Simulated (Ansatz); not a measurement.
# What (GaP)1(CuCl)2 [001] superlattice, started as zinc blende distorts into, part 2 of 3

Which phase does (GaP)1(CuCl)2 [001] superlattice, started as zinc blende fall into along its unstable mode, and how much energy does it gain?

Ansatz 0.2.0; DFT PBEsol, scalar-relativistic, plane waves, PAW.

So far, gap on the k-mesh (eV): step 2 (zone-centre response) 0.161; step 4 (the mode frozen in, largest atomic shift 0.08 Å) 0.180.

The structure was built from a prototype and need not be the compound's stable phase.

## Step 6: Relaxing from the distorted cell

Starting from the lowest point found, all atoms and the cell are let go, so that strain and other modes of the same symmetry can join in.

Input file input.yaml:

```yaml
crystal:
  lattice:
    - [2.7161320141, 2.7161320141, 0.0]
    - [-2.8430426615, 2.8430426615, 0.0]
    - [2.7795873378, -0.0634553237, 7.6714223477]
  atoms:
    - { symbol: Cl, position: [0.7449548937, 0.7493016093, 0.5100902126] }
    - { symbol: Cl, position: [0.0885770485, 0.405856872, 0.8228459029] }
    - { symbol: Cu, position: [0.3491929581, 0.6439853264, 0.3016140837] }
    - { symbol: Cu, position: [0.6769315084, 0.317906846, 0.6461369832] }
    - { symbol: Ga, position: [0.9839719748, 0.0359252091, 0.0320560504] }
    - { symbol: P, position: [0.4063716165, 0.0863682966, 0.187256767] }
kpoints:
  mp_grid: { grid: [8, 8, 8] }
hamiltonian:
  xc: pbesol
scf:
  occupations: { method: gaussian, width: 0.01 }
output:
  forces: true
  stress: true
  eigenvalues: true
relax:
  adjacent_minimum: "off"
  f_tol: 0.002
  max_steps: 120
  cell: { stress_tol: 0.03 }
```

Started as:

```sh
$ ansatz run input.yaml --threads 8 --pin off --max-ram 14336MiB --backend cpu --events-out ev --progress --plain --runs-dir out
```

Numbers of over 12 decimals in the logs are rounded to 6 here.

Output:

```text
[...]
Crystal: 6 atoms, lattice volume = 118.479 Å³
Basis set: ecut = 420 eV, 2341 PW (Γ), exchange–correlation on 54×54×120 points (8 copies of the dense FFT grid, shifted against one another)
Bands: 42, of which v1, the nominal top of the filled ones, is band 35 counted from 1 (34 counted from 0)
Symmetry: 2 space group operations
[...]
k-points: 150 of 512 (time reversal used)
[...]
SCF iter   1: F=—  HF=-19784.233200 eV  |F-HF|=—  |Δ(HF+E_count)|=         —  Δρ=1.09e-2  dr2=1.04e-1  ethr=1.77e-3  ⟨swp⟩=7.0  Hψ=27008  notcnv=0
[...]
SCF iter  10: F=-19784.206672 eV  HF=-19784.206672 eV  |F-HF|=5.37e-9  |Δ(HF+E_count)|=   1.79e-7  Δρ=3.00e-6  dr2=1.83e-8  ethr=1.43e-10  ⟨swp⟩=10.3  Hψ=27651  notcnv=0
SCF 1 converged in 10 iterations: F = -19784.206672 eV  dr2 = 1.83e-8
[...]
relax step   1: F+E_penalty+E_count = -19784.20667189 eV  Δ(F+E_penalty+E_count) = +0.000e0 eV  max|allowed force component| = 5.966e-2 eV/Å  Δτ_max = 0.0000 Å  P = -0.004 GPa  Ω = 118.479 Å³  (10 SCF iters, dr2 threshold 1.00e-7 eV, accepted)
Crystal: 6 atoms, lattice volume = 118.530 Å³
[...]
iter 1 solved again at ethr=9.43e-8 eV; its pass at ethr=3.10e-3 eV (dr2=6.60e-5 eV) is discarded
[...]
SCF iter   6: F=-19784.206943 eV  HF=-19784.206943 eV  |F-HF|=8.41e-8  |Δ(HF+E_count)|=   2.82e-8  Δρ=1.04e-5  dr2=9.81e-8  ethr=3.18e-10  ⟨swp⟩=5.7  Hψ=24776  notcnv=0
SCF 2 converged in 6 iterations: F = -19784.206943 eV  dr2 = 9.81e-8
relax step   2: F+E_penalty+E_count = -19784.20694338 eV  Δ(F+E_penalty+E_count) = -2.715e-4 eV  max|allowed force component| = 2.020e-2 eV/Å  Δτ_max = 0.0041 Å  P = -0.002 GPa  Ω = 118.530 Å³  energy of the carried Pulay correction = -1.354e-5 eV  (6 SCF iters, dr2 threshold 2.22e-7 eV, accepted)
Crystal: 6 atoms, lattice volume = 118.558 Å³
Basis set: ecut = 420 eV, 2337 PW (Γ), exchange–correlation on 54×54×120 points (8 copies of the dense FFT grid, shifted against one another)
[...]
SCF iter   7: F=-19784.207035 eV  HF=-19784.207035 eV  |F-HF|=6.36e-9  |Δ(HF+E_count)|=  7.28e-10  Δρ=2.75e-6  dr2=1.04e-8  ethr=3.64e-11  ⟨swp⟩=5.8  Hψ=25123  notcnv=0
SCF 3 converged in 7 iterations: F = -19784.207035 eV  dr2 = 1.04e-8
relax step   3: F+E_penalty+E_count = -19784.20703502 eV  Δ(F+E_penalty+E_count) = -9.163e-5 eV  max|allowed force component| = 7.398e-3 eV/Å  Δτ_max = 0.0037 Å  P = +0.000 GPa  Ω = 118.558 Å³  energy of the carried Pulay correction = -2.067e-5 eV  (7 SCF iters, dr2 threshold 2.55e-8 eV, accepted)
[... from here on, the SCF cycles and remarks between the steps are left out ...]
relax step   4: F+E_penalty+E_count = -19784.20707316 eV  Δ(F+E_penalty+E_count) = -3.815e-5 eV  max|allowed force component| = 8.359e-3 eV/Å  Δτ_max = 0.0033 Å  P = -0.001 GPa  Ω = 118.566 Å³  energy of the carried Pulay correction = -2.283e-5 eV  (7 SCF iters, dr2 threshold 3.42e-9 eV, accepted)
relax step   5: F+E_penalty+E_count = -19784.20759319 eV  Δ(F+E_penalty+E_count) = -5.200e-4 eV  max|allowed force component| = 9.969e-3 eV/Å  Δτ_max = 0.0373 Å  P = +0.036 GPa  Ω = 118.545 Å³  energy of the carried Pulay correction = -1.722e-5 eV  (9 SCF iters, dr2 threshold 4.37e-9 eV, accepted)
relax step   6: F+E_penalty+E_count = -19784.20780437 eV  Δ(F+E_penalty+E_count) = -2.112e-4 eV  max|allowed force component| = 1.284e-2 eV/Å  Δτ_max = 0.0206 Å  P = +0.001 GPa  Ω = 118.649 Å³  energy of the carried Pulay correction = -4.439e-5 eV  (9 SCF iters, dr2 threshold 6.83e-9 eV, accepted)
relax step   7: F+E_penalty+E_count = -19784.20821944 eV  Δ(F+E_penalty+E_count) = -4.151e-4 eV  max|allowed force component| = 2.226e-2 eV/Å  Δτ_max = 0.0505 Å  P = -0.055 GPa  Ω = 118.854 Å³  energy of the carried Pulay correction = -9.791e-5 eV  (9 SCF iters, dr2 threshold 1.03e-8 eV, accepted)
relax step   8: F+E_penalty+E_count = -19784.20831339 eV  Δ(F+E_penalty+E_count) = -9.396e-5 eV  max|allowed force component| = 1.064e-1 eV/Å  Δτ_max = 0.0990 Å  P = -0.147 GPa  Ω = 119.213 Å³  energy of the carried Pulay correction = -1.915e-4 eV  (10 SCF iters, dr2 threshold 3.10e-8 eV, accepted)
relax step   9: F+E_penalty+E_count = -19784.20929542 eV  Δ(F+E_penalty+E_count) = -9.820e-4 eV  max|allowed force component| = 4.094e-2 eV/Å  Δτ_max = 0.0296 Å  P = -0.074 GPa  Ω = 119.308 Å³  energy of the carried Pulay correction = -2.162e-4 eV  (7 SCF iters, dr2 threshold 6.00e-7 eV, accepted)
relax step  10: F+E_penalty+E_count = -19784.20991464 eV  Δ(F+E_penalty+E_count) = -6.192e-4 eV  max|allowed force component| = 2.260e-2 eV/Å  Δτ_max = 0.0105 Å  P = -0.003 GPa  Ω = 119.198 Å³  energy of the carried Pulay correction = -1.875e-4 eV  (7 SCF iters, dr2 threshold 1.05e-7 eV, accepted)
relax step  11: F+E_penalty+E_count = -19784.21026597 eV  Δ(F+E_penalty+E_count) = -3.513e-4 eV  max|allowed force component| = 5.121e-3 eV/Å  Δτ_max = 0.0152 Å  P = -0.025 GPa  Ω = 119.274 Å³  energy of the carried Pulay correction = -2.072e-4 eV  (8 SCF iters, dr2 threshold 3.19e-8 eV, accepted)
relax step  12: F+E_penalty+E_count = -19784.21031034 eV  Δ(F+E_penalty+E_count) = -4.437e-5 eV  max|allowed force component| = 3.946e-3 eV/Å  Δτ_max = 0.0076 Å  P = -0.005 GPa  Ω = 119.227 Å³  energy of the carried Pulay correction = -1.951e-4 eV  (8 SCF iters, dr2 threshold 2.83e-9 eV, accepted)
relax step  13: F+E_penalty+E_count = -19784.21031317 eV  Δ(F+E_penalty+E_count) = -2.830e-6 eV  max|allowed force component| = 4.218e-4 eV/Å  Δτ_max = 0.0041 Å  P = +0.002 GPa  Ω = 119.242 Å³  energy of the carried Pulay correction = -1.990e-4 eV  (9 SCF iters, dr2 threshold 9.73e-10 eV, accepted)
relax step  14: F+E_penalty+E_count = -19784.21031167 eV  Δ(F+E_penalty+E_count) = +1.498e-6 eV  max|allowed force component| = 4.262e-4 eV/Å  Δτ_max = 0.0024 Å  P = +0.002 GPa  Ω = 119.252 Å³  energy of the carried Pulay correction = -2.015e-4 eV  (10 SCF iters, accepted)
[...]
SCF iter   8: F=-19784.210518 eV  HF=-19784.210518 eV  |F-HF|=2.91e-11  |Δ(HF+E_count)|=  1.16e-10  Δρ=1.17e-7  dr2=1.22e-11  ethr=1.00e-12  ⟨swp⟩=5.3  Hψ=31253  notcnv=0
SCF 15 converged in 8 iterations: F = -19784.210518 eV  dr2 = 1.22e-11
relax step  15: F+E_penalty+E_count = -19784.21051814 eV  Δ(F+E_penalty+E_count) = -2.065e-4 eV  max|allowed force component| = 4.409e-4 eV/Å  Δτ_max = 0.0000 Å  P = +0.002 GPa  Ω = 119.252 Å³  stress off target by 7.03e-3 GPa  SCF on the basis re-selected at this cell (its energy is not comparable with the rows above)  (8 SCF iters)
basis re-selected at this cell: Δ(F+E_penalty+E_count) = -2.065e-4 eV, ΔP = +0.001 GPa vs the last step (what re-selecting the basis moved, of the pressure what is left beyond the Pulay correction that the steps carried, after the strain that the cell walked since its last selection, with what the two solves' SCF thresholds leave and, on support functions, any second-order correction that the steps lacked; it is no m [...]
SCF converged after 8 iterations
Free energy (F): -19784.210518 eV
[...]
Internal energy: -19784.210518 eV  (E = F + TS)
E sigma→0 (E₀):  -19784.210518 eV
Fermi energy:    7.681849 eV
[...]
--- Forces (eV/Å), atoms counted from 1 ---
  atom   1  Cl    -0.00038939     0.00038939    -0.00004059
  atom   2  Cl    -0.00000816     0.00000816     0.00000510
  atom   3  Cu    -0.00025204     0.00025204     0.00032875
  atom   4  Cu     0.00037819    -0.00037819    -0.00005215
  atom   5  Ga    -0.00016926     0.00016926    -0.00040050
  atom   6  P      0.00044093    -0.00044093     0.00016010
  max |Σ_I F_I| component: 7.14e-7 eV/Å
--- Stress (GPa, compression-positive) ---
        0.003902      -0.003114      -0.000243
       -0.003114       0.003902       0.000243
       -0.000243       0.000243      -0.000658
  P = ⅓ Tr σ = 0.0024 GPa (0.024 kbar)
--- Band table (eV; the first three rows and the last of 150) ---
  k-point 0: bands = [... 31 lower, 6.3538, 6.7793, 6.9123, 7.2463, 7.9304, 9.4076, 9.8128, 10.5844, ... 3 higher]
  k-point 1: bands = [... 31 lower, 6.3676, 6.7583, 6.8388, 7.2164, 8.0823, 9.4135, 9.7659, 10.6568, ... 3 higher]
  k-point 2: bands = [... 31 lower, 6.4062, 6.7009, 6.7126, 7.1527, 8.3979, 9.4177, 9.7012, 10.7878, ... 3 higher]
  k-point 149: bands = [... 31 lower, 5.6513, 5.8431, 6.0375, 6.1980, 8.4507, 9.2259, 11.1238, 11.5759, ... 3 higher]
--- Relaxed structure (14 steps of the walk, 14 accepted, 1 SCFs on fresh bases) ---
  F+E_penalty+E_count = -19784.21051814 eV   max|allowed force component| = 4.409e-4 eV/Å   (the final SCF, on the basis selected at the relaxed cell)
  cell:  # Å, volume = 119.2516 Å³
    - [2.705747, 2.705747, 0.0]
    - [-2.855761, 2.855761, 0.039679]
    - [2.727220, -0.021473, 7.697489]
  atoms:
    - { symbol: Cl, position: [0.745416, 0.739795, 0.509168] }
    - { symbol: Cl, position: [0.090353, 0.401279, 0.819293] }
    - { symbol: Cu, position: [0.349724, 0.622684, 0.300551] }
    - { symbol: Cu, position: [0.678893, 0.300824, 0.642215] }
    - { symbol: Ga, position: [0.978927, 0.105402, 0.042145] }
    - { symbol: P, position: [0.406686, 0.069360, 0.186628] }
```

The job ended after 5.6 min (8 threads of Arm Neoverse N1, shared host; peak memory 1 GiB; 44 min of CPU time).

The steps of the relaxation:

| step | energy less that of the first step (eV) | largest force component (eV/Å) | pressure (GPa) | volume (Å³) |
| --- | --- | --- | --- | --- |
| 1 | 0.0000 | 0.0597 | 0.00 | 118.48 |
| 2 | -0.0003 | 0.0202 | 0.00 | 118.53 |
| 3 | -0.0004 | 0.0074 | 0.00 | 118.56 |
| 4 | -0.0004 | 0.0084 | 0.00 | 118.57 |
| 5 | -0.0009 | 0.0100 | 0.04 | 118.54 |
| 6 | -0.0011 | 0.0128 | 0.00 | 118.65 |
| 7 | -0.0015 | 0.0223 | -0.05 | 118.85 |
| 8 | -0.0016 | 0.1064 | -0.15 | 119.21 |
| 9 | -0.0026 | 0.0409 | -0.07 | 119.31 |
| 10 | -0.0032 | 0.0226 | 0.00 | 119.20 |
| 11 | -0.0036 | 0.0051 | -0.02 | 119.27 |
| 12 | -0.0036 | 0.0039 | 0.00 | 119.23 |
| 13 | -0.0036 | 0.0004 | 0.00 | 119.24 |
| 14 | -0.0036 | 0.0004 | 0.00 | 119.25 |
| 15* | -0.0038 | 0.0004 | 0.00 | 119.25 |

Relaxation steps marked * repeat the geometry before them on a plane-wave basis chosen anew for their cell, so energy and pressure can jump there.

Forces are held to the 2 operations that the run works with; a distortion that breaks them can't arise in this run.

| cell as run | before | after | change |
| --- | --- | --- | --- |
| a (Å) | 3.841 | 3.827 | -0.4 % |
| b (Å) | 4.021 | 4.039 | +0.5 % |
| c (Å) | 8.160 | 8.166 | +0.1 % |
| α (°) | 104.26 | 103.22 | -1.0 % |
| β (°) | 76.39 | 76.45 | +0.1 % |
| volume (Å³/atom) | 19.75 | 19.88 | +0.7 % |

The atoms that moved most (Å, as changes of fractional coordinates times the final cell):

| atom | dx | dy | dz | length |
| --- | --- | --- | --- | --- |
| Ga5 | -0.185 | 0.185 | 0.080 | 0.273 |
| Cu3 | 0.059 | -0.059 | -0.009 | 0.084 |
| Cu4 | 0.043 | -0.043 | -0.031 | 0.069 |
| P6 | 0.048 | -0.048 | -0.006 | 0.068 |
| Cl1 | 0.026 | -0.026 | -0.007 | 0.037 |
| Cl2 | 0.008 | -0.008 | -0.028 | 0.030 |

This step gave:

- pressure: 0.002382 GPa
- gap on the k-mesh: 0.4973 eV
- volume per atom: 19.88 Å³

The distorted start has space group Cm; the relaxation ends in Cm.

## Step 7: The new phase in its own primitive cell

The relaxed structure is symmetrised, reduced to its primitive cell and relaxed tightly, as its phonons need.

Input file input.yaml:

```yaml
crystal:
  lattice:
    - [7.9390798967, -1.9132519739, 0.0]
    - [7.9390798967, 1.9132519739, 0.0]
    - [-0.9502581998, 0.0, 3.9254706845]
  atoms:
    - { symbol: Cl, position: [0.7454162155, 0.7454162155, 0.2602046072] }
    - { symbol: Cl, position: [0.0903534592, 0.0903534592, 0.5987208619] }
    - { symbol: Cu, position: [0.3497243855, 0.3497243855, 0.3773164495] }
    - { symbol: Cu, position: [0.6788926924, 0.6788926924, 0.6991763234] }
    - { symbol: Ga, position: [0.9789273236, 0.9789273236, 0.8945980177] }
    - { symbol: P, position: [0.406685924, 0.406685924, 0.930639581] }
kpoints:
  mp_grid: { grid: [8, 8, 8] }
hamiltonian:
  xc: pbesol
scf:
  occupations: { method: fixed }
output:
  forces: true
  stress: true
  eigenvalues: true
relax:
  adjacent_minimum: "off"
  f_tol: 0.001
  max_steps: 60
  cell: { stress_tol: 0.01 }
```

Output:

```text
[...]
- [7.9390798967, 1.9132519739, 0.0]
    - [-0.9502581998, 0.0, 3.9254706845]
  atoms:
    - { symbol: Cl, position: [0.745416, 0.745416, 0.260205] }
    - { symbol: Cl, position: [0.0903534592, 0.0903534592, 0.598721] }
    - { symbol: Cu, position: [0.3497243855, 0.3497243855, 0.377316] }
    - { symbol: Cu, position: [0.678893, 0.678893, 0.699176] }
    - { symbol: Ga, position: [0.9789273236, 0.9789273236, 0.894598] }
    - { symbol: P, position: [0.406686, 0.406686, 0.930640] }
[key lines of the parts left out:]
SCF converged after 9 iterations
Free energy (F): -19784.210518 eV
Fermi energy:    7.433129 eV
P = ⅓ Tr σ = 0.0024 GPa (0.024 kbar)
```

It took 52 s on 8 threads; peak memory 0.94 GiB; 6.8 min of CPU time.

Little changed from the start: no atom moved by 0.005 Å and no cell edge by 0.1 %.

This step gave:

```
pressure           : 0.002383 GPa
direct gap on mesh : 0.6159 eV
```

The largest force component left is 0.57 meV/Å and the pressure is 0.002 GPa, within the tolerances set. The cell now holds 19.88 Å³/atom.

(Continued in part 3 of 3.)

[Logs are printed without paths, hosts, clocks, repeated set-up lines and the standing remarks that a program may print on its own settings, such as how far it seeks lower states.]

[Hosts, paths, dates, database ids (printed as entryN), source tags and the programs' standing remarks are cut or masked in the printed files.]
